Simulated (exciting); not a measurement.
# MgO (Fm-3m) in exciting: further runs

The runs below take MgO through band structure, with PBE, LDA, PBEsol, RPBE, revPBE.

Everything below comes from runs of exciting (release sodium). Logs are shortened: lines on timing, memory, paths and dates and some standing lists are left out, and cuts for length are marked.

**Measured values to compare with.**

From “Electronic structure of alkaline earth and post-transition metal oxides”, 2009, arxiv:0908.1581, for a bulk crystal of MgO: band gap 7.83 eV.

The results are compared with them further down.

## Step 1: The structure

The structure is cubic, space group Fm-3m (No. 225). The conventional cell has a = 4.194 Å, b = 4.194 Å, c = 4.194 Å, α = 90.00°, β = 90.00°, γ = 90.00°. Around Mg (site symmetry m-3m) lie 6 O at 2.10 Å. O (site symmetry m-3m) is surrounded by 6 Mg at 2.10 Å.

The cell is a database's computed one.

## Step 2: Band structure, PBE

Contents of input.xml:

```xml
<input>
  <title>MgO</title>
  <structure speciespath="./" tshift="false">
    <crystal scale="1">
      <basevect>0.000000000000 3.962758315162 3.962758315162</basevect>
      <basevect>3.962758315162 0.000000000000 3.962758315162</basevect>
      <basevect>3.962758315162 3.962758315162 0.000000000000</basevect>
    </crystal>
    <species speciesfile="Mg.xml" rmt="2">
      <atom coord="0.000000000000 0.000000000000 0.000000000000"/>
    </species>
    <species speciesfile="O.xml" rmt="1.45">
      <atom coord="0.500000000000 0.500000000000 0.500000000000"/>
    </species>
  </structure>
  <groundstate do="fromscratch" ngridk="11 11 11" rgkmax="7.5" gmaxvr="14" lmaxapw="10" lmaxmat="10" lmaxvr="8" xctype="GGA_PBE" stype="Fermi Dirac" swidth="0.00183747" nempty="10" ValenceRelativity="iora*" epsengy="1e-05" epspot="1e-05" maxscl="60" outputlevel="normal"/>
  <properties>
    <bandstructure>
      <plot1d>
        <path steps="80">
          <point coord="0 0 0" label="G"/>
          <point coord="0.5 0 0.5" label="X"/>
          <point coord="0.5 0.25 0.75" label="W"/>
          <point coord="0.375 0.375 0.75" label="K"/>
          <point coord="0 0 0" label="G"/>
          <point coord="0.5 0.5 0.5" label="L"/>
          <point coord="0.625 0.25 0.625" label="U"/>
          <point coord="0.5 0.25 0.75" label="W"/>
          <point coord="0.5 0.5 0.5" label="L"/>
          <point coord="0.375 0.375 0.75" label="K" breakafter="true"/>
          <point coord="0.625 0.25 0.625" label="U"/>
          <point coord="0.5 0 0.5" label="X"/>
        </path>
      </plot1d>
    </bandstructure>
    <chargedensityplot>
      <plot3d>
        <box grid="15 15 15">
          <origin coord="0 0 0"/>
          <point coord="1 0 0"/>
          <point coord="0 1 0"/>
          <point coord="0 0 1"/>
        </box>
      </plot3d>
    </chargedensityplot>
    <elfplot>
      <plot3d>
        <box grid="15 15 15">
          <origin coord="0 0 0"/>
          <point coord="1 0 0"/>
          <point coord="0 1 0"/>
          <point coord="0 0 1"/>
        </box>
      </plot3d>
    </elfplot>
    <exccplot>
      <plot3d>
        <box grid="15 15 15">
          <origin coord="0 0 0"/>
          <point coord="1 0 0"/>
          <point coord="0 1 0"/>
          <point coord="0 0 1"/>
        </box>
      </plot3d>
    </exccplot>
  </properties>
</input>
```

Potentials or basis: all-electron LAPW+lo, shipped species files, valence relativity iora*.

Run with:

```
> OMP_NUM_THREADS=1 exciting_smp
```

INFO.OUT:

```text
================================================================================
EXCITING SODIUM started
[... 10 lines left out ...]

 Lattice vectors (cartesian) :
      0.0000000000      3.9627583152      3.9627583152
      3.9627583152      0.0000000000      3.9627583152
      3.9627583152      3.9627583152      0.0000000000

 Reciprocal lattice vectors (cartesian) :
     -0.7927792723      0.7927792723      0.7927792723
      0.7927792723     -0.7927792723      0.7927792723
      0.7927792723      0.7927792723     -0.7927792723

 Unit cell volume                           :     124.4579815855
 Brillouin zone volume                      :       1.9930438392

 Species :    1 (Mg)
     parameters loaded from                 :    Mg.xml
     name                                   :    magnesium
     nuclear charge                         :     -12.00000000
     electronic charge                      :      12.00000000
     atomic mass                            :   44305.30463000
     muffin-tin radius                      :       2.00000000
     # of radial points in muffin-tin       :     300

     atomic positions (lattice) :
       1 :   0.00000000  0.00000000  0.00000000

 Species :    2 (O)
     parameters loaded from                 :    O.xml
     name                                   :    oxygen
     nuclear charge                         :      -8.00000000
     electronic charge                      :       8.00000000
     atomic mass                            :   29165.12203000
     muffin-tin radius                      :       1.45000000
     # of radial points in muffin-tin       :     250

     atomic positions (lattice) :
       1 :   0.50000000  0.50000000  0.50000000

 Total number of atoms per unit cell        :       2

 Spin treatment                             :    spin-unpolarised

 Number of Bravais lattice symmetries       :      48
 Number of crystal symmetries               :      48

 k-point grid                               :      11   11   11
 Total number of k-points                   :      56
 k-point set is reduced with crystal symmetries

 R^MT_min * |G+k|_max (rgkmax)              :       7.50000000
 Species with R^MT_min                      :       2 (O)
 Maximum |G+k| for APW functions            :       5.17241379
 Maximum |G| for potential and density      :      14.00000000

 G-vector grid sizes                        :      25    25    25
 Total number of G-vectors                  :    5769

 Maximum angular momentum used for
     APW functions                          :      10
     computing H and O matrix elements      :      10
     potential and density                  :       8
     inner part of muffin-tin               :       2

 Total nuclear charge                       :     -20.00000000
 Total electronic charge                    :      20.00000000
 Total core charge                          :       4.00000000
 Total valence charge                       :      16.00000000

 Number of empty states                     :      10
 Total number of valence states             :      19

 Maximum Hamiltonian size                   :     314
 Maximum number of plane-waves              :     302
 Total number of local-orbitals             :      12

 Exchange-correlation type                  :      20
     Perdew-Burke-Ernzerhof, Phys. Rev. Lett. 77, 3865 (1996)
     Generalised gradient approximation (GGA)

 Smearing scheme                            :    Fermi-Dirac
 Smearing width                             :       0.00183747

 Using multisecant Broyden potential mixing
[... 16 lines left out ...]
+ SCF iteration number :    1                                                  +
++++++++++++++++++++++++++++++++++++++++++++++++++++++++++++++++++++++++++++++++
 Total energy                               :      -278.08063727
 _______________________________________________________________
 Fermi energy                               :         0.18810060
 Kinetic energy                             :       275.37772621
 Coulomb energy                             :      -528.01188732
 Exchange energy                            :       -24.71952536
 Correlation energy                         :        -0.72695081

 DOS at Fermi energy (states/Ha/cell)       :         0.00000000

 Electron charges :
     core                                   :         4.00000000
     core leakage                           :         0.00000068
     valence                                :        16.00000000
     interstitial                           :         2.47885080
     charge in muffin-tin spheres :
                  atom     1    Mg          :        10.29022868
                  atom     2     O          :         7.23092052
     total charge in muffin-tins            :        17.52114920
     total charge                           :        20.00000000

 Estimated fundamental gap                  :         0.25194672
        valence-band maximum at    1      0.0000  0.0000  0.0000
     conduction-band minimum at    1      0.0000  0.0000  0.0000

++++++++++++++++++++++++++++++++++++++++++++++++++++++++++++++++++++++++++++++++
+ SCF iteration number :    2                                                  +
++++++++++++++++++++++++++++++++++++++++++++++++++++++++++++++++++++++++++++++++
 Total energy                               :      -276.44844601
 _______________________________________________________________
 Fermi energy                               :         0.23654306
 Kinetic energy                             :       275.76339699
 Coulomb energy                             :      -526.96961270
 Exchange energy                            :       -24.51165773
 Correlation energy                         :        -0.73057258

 DOS at Fermi energy (states/Ha/cell)       :         0.00000000

 Electron charges :
     core                                   :         4.00000000
     core leakage                           :         0.00000070
     valence                                :        16.00000000
     interstitial                           :         2.72237788
     charge in muffin-tin spheres :
                  atom     1    Mg          :        10.36681577
                  atom     2     O          :         6.91080635
     total charge in muffin-tins            :        17.27762212
     total charge                           :        20.00000000
[... 649 lines left out ...]
++++++++++++++++++++++++++++++++++++++++++++++++++++++++++++++++++++++++++++++++
+ SCF iteration number :   23                                                  +
++++++++++++++++++++++++++++++++++++++++++++++++++++++++++++++++++++++++++++++++
 Total energy                               :      -275.71620117
 _______________________________________________________________
 Fermi energy                               :         0.26771630
 Kinetic energy                             :       275.84607758
 Coulomb energy                             :      -526.41963310
 Exchange energy                            :       -24.40989509
 Correlation energy                         :        -0.73275056

 DOS at Fermi energy (states/Ha/cell)       :         0.00000000

 Electron charges :
     core                                   :         4.00000000
     core leakage                           :         0.00000070
     valence                                :        16.00000000
     interstitial                           :         2.84341039
     charge in muffin-tin spheres :
                  atom     1    Mg          :        10.41204142
                  atom     2     O          :         6.74454818
     total charge in muffin-tins            :        17.15658961
     total charge                           :        20.00000000

 Estimated fundamental gap                  :         0.17912056
        valence-band maximum at    1      0.0000  0.0000  0.0000
     conduction-band minimum at    1      0.0000  0.0000  0.0000

 RMS change in effective potential (target) :  0.340235E-07  ( 0.100000E-04)
 Absolute change in total energy   (target) :  0.348122E-07  ( 0.100000E-04)
 Charge distance                   (target) :  0.109473E-07  ( 0.100000E-04)

++++++++++++++++++++++++++++++++++++++++++++++++++++++++++++++++++++++++++++++++
| Convergency criteria checked for the last 2 iterations                       +
| Convergence targets achieved. Performing final SCF iteration                 +
++++++++++++++++++++++++++++++++++++++++++++++++++++++++++++++++++++++++++++++++
 Total energy                               :      -275.71620128
 _______________________________________________________________
 Fermi energy                               :         0.26771630
 Kinetic energy                             :       275.84607758
 Coulomb energy                             :      -526.41963321
 Exchange energy                            :       -24.40989509
 Correlation energy                         :        -0.73275056

 DOS at Fermi energy (states/Ha/cell)       :         0.00000000

 Electron charges :
     core                                   :         4.00000000
     core leakage                           :         0.00000070
     valence                                :        16.00000000
     interstitial                           :         2.84341039
     charge in muffin-tin spheres :
                  atom     1    Mg          :        10.41204142
                  atom     2     O          :         6.74454818
     total charge in muffin-tins            :        17.15658961
     total charge                           :        20.00000000

 Estimated fundamental gap                  :         0.17912056
        valence-band maximum at    1      0.0000  0.0000  0.0000
     conduction-band minimum at    1      0.0000  0.0000  0.0000

++++++++++++++++++++++++++++++++++++++++++++++++++++++++++++++++++++++++++++++++
[... 7 lines left out ...]

--------------------------------------------------------------------------------
- CAUTION! Warnings have been written in file WARNING.OUT !                    -
--------------------------------------------------------------------------------
================================================================================
| EXCITING SODIUM stopped                                                      =
================================================================================
```

It took 2.5 min on 1 thread of Arm Neoverse V2, shared host; peak memory 0.12 GiB.

What came out:

- Free energy: -7502.6200 eV
- Band gap on the k mesh: 4.87 eV, direct
- Band gap along the path: 4.87 eV, direct
- All electrons inside the program's atomic spheres: Mg 10.41; O 6.74 (radii Mg 2.0, O 1.45 bohr)

Levels at the corners of the path, in eV from the valence-band top:
| point | band 5 | band 6 | band 7 | band 8 | band 9 | band 10 | band 11 | band 12 |
| --- | --- | --- | --- | --- | --- | --- | --- | --- |
| Γ | -17.31 | 0.00 | 0.00 | 0.00 | 4.87 | 15.90 | 15.90 | 15.90 |
| X | -15.74 | -4.10 | -1.36 | -1.36 | 9.17 | 10.13 | 13.26 | 19.21 |
| W | -15.68 | -2.97 | -2.97 | -1.79 | 11.76 | 11.76 | 12.35 | 15.72 |
| K | -15.71 | -3.51 | -2.73 | -1.15 | 10.18 | 11.94 | 12.67 | 18.34 |
| Γ | -17.31 | 0.00 | 0.00 | 0.00 | 4.87 | 15.90 | 15.90 | 15.90 |
| L | -15.96 | -4.66 | -0.66 | -0.66 | 8.00 | 12.77 | 16.47 | 16.47 |
| U | -15.71 | -3.51 | -2.73 | -1.15 | 10.18 | 11.94 | 12.67 | 18.34 |
| W | -15.68 | -2.97 | -2.97 | -1.79 | 11.76 | 11.76 | 12.35 | 15.72 |
| L | -15.96 | -4.66 | -0.66 | -0.66 | 8.00 | 12.77 | 16.47 | 16.47 |
| K | -15.71 | -3.51 | -2.73 | -1.15 | 10.18 | 11.94 | 12.67 | 18.34 |
| U | -15.71 | -3.51 | -2.73 | -1.15 | 10.18 | 11.94 | 12.67 | 18.34 |
| X | -15.74 | -4.10 | -1.36 | -1.36 | 9.17 | 10.13 | 13.26 | 19.21 |

## Step 3: Band structure, LDA

Contents of input.xml:

```xml
<input>
  <title>MgO</title>
  <structure speciespath="./" tshift="false">
    <crystal scale="1">
      <basevect>0.000000000000 3.962758315162 3.962758315162</basevect>
      <basevect>3.962758315162 0.000000000000 3.962758315162</basevect>
      <basevect>3.962758315162 3.962758315162 0.000000000000</basevect>
    </crystal>
    <species speciesfile="Mg.xml" rmt="2">
      <atom coord="0.000000000000 0.000000000000 0.000000000000"/>
    </species>
    <species speciesfile="O.xml" rmt="1.45">
      <atom coord="0.500000000000 0.500000000000 0.500000000000"/>
    </species>
  </structure>
  <groundstate do="fromscratch" ngridk="11 11 11" rgkmax="7.5" gmaxvr="14" lmaxapw="10" lmaxmat="10" lmaxvr="8" xctype="LDA_PW" stype="Fermi Dirac" swidth="0.00183747" nempty="10" ValenceRelativity="iora*" epsengy="1e-05" epspot="1e-05" maxscl="60" outputlevel="normal"/>
  <properties>
    <bandstructure>
      <plot1d>
        <path steps="80">
          <point coord="0 0 0" label="G"/>
          <point coord="0.5 0 0.5" label="X"/>
          <point coord="0.5 0.25 0.75" label="W"/>
          <point coord="0.375 0.375 0.75" label="K"/>
          <point coord="0 0 0" label="G"/>
          <point coord="0.5 0.5 0.5" label="L"/>
          <point coord="0.625 0.25 0.625" label="U"/>
          <point coord="0.5 0.25 0.75" label="W"/>
          <point coord="0.5 0.5 0.5" label="L"/>
          <point coord="0.375 0.375 0.75" label="K" breakafter="true"/>
          <point coord="0.625 0.25 0.625" label="U"/>
          <point coord="0.5 0 0.5" label="X"/>
        </path>
      </plot1d>
    </bandstructure>
  </properties>
</input>
```

Potentials or basis: all-electron LAPW+lo, shipped species files, valence relativity iora*.

Run with:

```
> OMP_NUM_THREADS=1 exciting_smp
```

It took 79 s on 1 thread of Arm Neoverse V2, shared host; peak memory 0.12 GiB.

The run converged. Its results:

- Free energy: -7468.6657 eV
- Band gap on the k mesh: 4.78 eV, direct
- Band gap along the path: 4.78 eV, direct
- All electrons inside the program's atomic spheres: Mg 10.43; O 6.71 (radii Mg 2.0, O 1.45 bohr)

Levels at the corners of the path, in eV from the valence-band top:
| point | band 4 | band 5 | band 6 | band 7 | band 8 | band 9 | band 10 | band 11 | band 12 | band 13 |
| --- | --- | --- | --- | --- | --- | --- | --- | --- | --- | --- |
| Γ | -38.83 | -17.06 | 0.00 | 0.00 | 0.00 | 4.78 | 15.63 | 15.63 | 15.63 | 19.66 |
| X | -38.86 | -15.42 | -4.16 | -1.38 | -1.38 | 8.93 | 9.85 | 13.04 | 18.86 | 18.86 |
| W | -38.87 | -15.34 | -3.02 | -3.02 | -1.83 | 11.55 | 11.55 | 12.05 | 15.44 | 21.82 |
| K | -38.86 | -15.38 | -3.57 | -2.79 | -1.17 | 9.96 | 11.66 | 12.46 | 17.99 | 18.21 |
| Γ | -38.83 | -17.06 | 0.00 | 0.00 | 0.00 | 4.78 | 15.63 | 15.63 | 15.63 | 19.66 |
| L | -38.84 | -15.64 | -4.74 | -0.68 | -0.68 | 7.83 | 12.55 | 16.15 | 16.15 | 20.77 |
| U | -38.86 | -15.38 | -3.57 | -2.79 | -1.17 | 9.96 | 11.66 | 12.46 | 17.99 | 18.21 |
| W | -38.87 | -15.34 | -3.02 | -3.02 | -1.83 | 11.55 | 11.55 | 12.05 | 15.44 | 21.82 |
| L | -38.84 | -15.64 | -4.74 | -0.68 | -0.68 | 7.83 | 12.55 | 16.15 | 16.15 | 20.77 |
| K | -38.86 | -15.38 | -3.57 | -2.79 | -1.17 | 9.96 | 11.66 | 12.46 | 17.99 | 18.21 |
| U | -38.86 | -15.38 | -3.57 | -2.79 | -1.17 | 9.96 | 11.66 | 12.46 | 17.99 | 18.21 |
| X | -38.86 | -15.42 | -4.16 | -1.38 | -1.38 | 8.93 | 9.85 | 13.04 | 18.86 | 18.86 |

## Step 4: Band structure, PBEsol

Changes to input.xml since step 3:

```diff
@@ -15,3 +15,3 @@
   </structure>
-  <groundstate do="fromscratch" ngridk="11 11 11" rgkmax="7.5" gmaxvr="14" lmaxapw="10" lmaxmat="10" lmaxvr="8" xctype="LDA_PW" stype="Fermi Dirac" swidth="0.00183747" nempty="10" ValenceRelativity="iora*" epsengy="1e-05" epspot="1e-05" maxscl="60" outputlevel="normal"/>
+  <groundstate do="fromscratch" ngridk="11 11 11" rgkmax="7.5" gmaxvr="14" lmaxapw="10" lmaxmat="10" lmaxvr="8" xctype="GGA_PBE_SOL" stype="Fermi Dirac" swidth="0.00183747" nempty="10" ValenceRelativity="iora*" epsengy="1e-05" epspot="1e-05" maxscl="60" outputlevel="normal"/>
   <properties>
@@ -35,2 +35,3 @@
     </bandstructure>
+    <dos nwdos="300" winddos="-0.6 0.5" inttype="tetra" ngrdos="100" nsmdos="0"/>
   </properties>
```

Run with:

```
> OMP_NUM_THREADS=1 exciting_smp
```

Run time: 3.4 min. Hardware: 1 thread of Arm Neoverse V2, shared host; peak memory 0.12 GiB.

The run converged. Its results:

```yaml
Free_energy: -7484.3860 eV
Band_gap_on_the_k_mesh: 4.77 eV, direct
Band_gap_along_the_path: 4.77 eV, direct
All_electrons_inside_the_program's_atomic_spheres: Mg 10.42; O 6.72 (radii Mg 2.0, O 1.45 bohr)
```

Levels at the corners of the path, in eV from the valence-band top:
```csv
point,band 4,band 5,band 6,band 7,band 8,band 9,band 10,band 11,band 12,band 13
Γ,-38.76,-17.25,0.00,0.00,0.00,4.77,15.73,15.73,15.73,19.59
X,-38.79,-15.65,-4.16,-1.37,-1.37,8.96,10.02,13.12,19.06,19.06
W,-38.80,-15.58,-3.02,-3.02,-1.81,11.60,11.60,12.25,15.58,22.00
K,-38.79,-15.62,-3.56,-2.77,-1.17,10.01,11.84,12.52,18.19,18.35
Γ,-38.76,-17.25,0.00,0.00,0.00,4.77,15.73,15.73,15.73,19.59
L,-38.77,-15.87,-4.73,-0.67,-0.67,7.84,12.66,16.32,16.32,20.98
U,-38.79,-15.62,-3.56,-2.77,-1.17,10.01,11.84,12.52,18.19,18.35
W,-38.80,-15.58,-3.02,-3.02,-1.81,11.60,11.60,12.25,15.58,22.00
L,-38.77,-15.87,-4.73,-0.67,-0.67,7.84,12.66,16.32,16.32,20.98
K,-38.79,-15.62,-3.56,-2.77,-1.17,10.01,11.84,12.52,18.19,18.35
U,-38.79,-15.62,-3.56,-2.77,-1.17,10.01,11.84,12.52,18.19,18.35
X,-38.79,-15.65,-4.16,-1.37,-1.37,8.96,10.02,13.12,19.06,19.06
```

States per cell in windows of 0.5 eV (zero at the valence-band top; states under -8 eV left out):
```csv
from (eV),total
-8.0,0.00
-7.5,0.00
-7.0,0.00
-6.5,0.00
-6.0,0.00
-5.5,0.00
-5.0,0.05
-4.5,0.33
-4.0,1.01
-3.5,0.32
-3.0,0.39
-2.5,0.45
-2.0,0.64
-1.5,1.22
-1.0,1.23
-0.5,0.38
0.0,0.00
0.5,0.00
1.0,0.00
1.5,0.00
2.0,0.00
2.5,0.00
3.0,0.00
3.5,0.00
4.0,0.00
4.5,0.00
5.0,0.01
5.5,0.02
6.0,0.03
6.5,0.05
7.0,0.08
7.5,0.15
```

[end of part 1 of 2]
